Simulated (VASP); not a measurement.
## P: equation of state with PBEsol

Slab: P, a slab with vacuum.

```xyz
4
Lattice="3.2837 0.0000 0.0000 0.0000 34.8570 0.0000 0.0000 0.0000 4.6321" Properties=species:S:1:pos:R:3 pbc="T T T"
P     1.6419   33.8204    4.2052
P     1.6419    1.0366    0.4268
P     0.0000    1.0366    1.8892
P     0.0000   33.8204    2.7429
```

The slab is cut from a database's or a generator's crystal, which needn't be the stable form of the element.

| Property | Result |
| --- | --- |
| Program | VASP 6.6.1 |
| Task | equation of state |
| Functional | PBEsol |
| Potentials or basis | VASP PAW PBE potentials, release 64 (P) |
| Cutoff | 520 eV |
| k mesh | 8 × 1 × 6 |
| Occupations | fermi-dirac, width 0.05 eV |
| Spin | no spin polarisation |
| Ladder | free |
| Further INCAR settings | ALGO = Normal; EDIFF = 1e-07; NBANDS = 18 |

| Item | Value |
| --- | --- |
| Equilibrium volume | 132.09 Å³/atom |
| Bulk modulus at fixed shape and positions | 11.6 GPa |
| Pressure derivative of the bulk modulus | 4.4 |

Energy against volume, from the lowest point:
```
volume (Å³/atom)  energy (meV/atom)
         124.595              17.07
         127.246               6.84
         129.897               1.31
         132.548               0.00
         135.199               2.48
         137.850               8.36
         140.501              17.30
```

All runs of the series together: 33 min on 1 thread of Intel(R) Xeon(R) Platinum 8488C (Sapphire Rapids) (shared host).

Caveat: the cell was scaled at fixed shape and fractional positions, which overstates the stiffness of a crystal with free parameters, most of all of layers and chains; the PAW data sets were made with another functional, which shifts forces and pressure a little.
